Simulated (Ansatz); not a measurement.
An element in the fcc structure gives these cold pressures by all-electron LAPW under PBE (Ansatz 0.2.0, scalar-relativistic, no spin polarisation).

| V (Å³/atom) | P (GPa) |
| --- | --- |
| 26.36 | 0.03 |
| 24.25 | 2.95 |
| 22.14 | 7.82 |
| 20.04 | 15.92 |
| 17.93 | 29.6 |
| 15.82 | 53.0 |
| 13.71 | 95.3 |
| 11.86 | 162.6 |

Question: Which element is it?

Answer: Br. Its zero-pressure volume in this structure is near 26.4 Å³/atom; the volume and the steepness of P(V) together point to it, though neighbours can come close. Neighbours weren't tried against these numbers.
